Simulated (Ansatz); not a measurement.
**CrCuO₂ (R-3m): the held moment from field and pressure**

```
Cr Cu O
1.0
     1.48670    0.85835    5.70000
    -1.48670    0.85835    5.70000
     0.00000   -1.71669    5.70000
Cr Cu O
1 1 2
Direct
  0.50000 0.50000 0.50000
  0.00000 0.00000 0.00000
  0.10792 0.10792 0.10792
  0.89208 0.89208 0.89208
```

The source of the geometry is a structure as deposited in COD; atoms and cell stay fixed.

Functional, mesh and filling: PBEsol, 11×11×11 k mesh, Fermi–Dirac smearing of 0.08 eV. PAW means Ansatz 0.2.0 on its default frozen-core files. Site moments are integrated in spheres about the atoms. Start moments (μB): Cr1 3.

The free run ends with 3.00 μB per cell. Further runs hold the cell's moment M by two Fermi levels; B is half their difference over μB, positive where the field raises M. Some of them:

| M (μB/cell) | B (T) | ΔF over the free run (meV/cell) | pressure (GPa) |
| --- | --- | --- | --- |
| 2.10 | -9985 | 518.5 | -7.3 |
| 3.30 | 20346 | 297.0 | -1.7 |
| 3.60 | 24390 | 686.6 | -0.1 |

**Question.** Another run of the series gave B (T) = -7500, ΔF over the free run (meV/cell) = 824.4, pressure (GPa) = -9.1. Which moment was held?
A. 1.50
B. 4.05
C. 2.55

**Answer.** A. M (μB/cell) = 1.50.

**Question.** Another run of the series gave B (T) = -10644, ΔF over the free run (meV/cell) = 245.7, pressure (GPa) = -5.6. Which moment was held?
A. 1.50
B. 4.05
C. 2.55

**Answer.** C. M (μB/cell) = 2.55.

The whole series:

```tsv
M (μB/cell)	B (T)	ΔF over the free run (meV/cell)	pressure (GPa)
1.50	-7500	824.4	-9.1
2.10	-9985	518.5	-7.3
2.55	-10644	245.7	-5.6
3.30	20346	297.0	-1.7
3.60	24390	686.6	-0.1
4.05	29677	1392.8	2.5
```

The PAW files were made with PBE; the program remakes their cores once for the run's functional and then keeps them frozen. The Ansatz runs typed with the search for lower states off end where their start leads. These are results for the start and cell typed. The real compound can order otherwise, in a larger cell, or not at all, since semilocal functionals without spin fluctuations often overstate magnetism; near a collapse of the moment, mesh and smearing move it by tens of per cent.
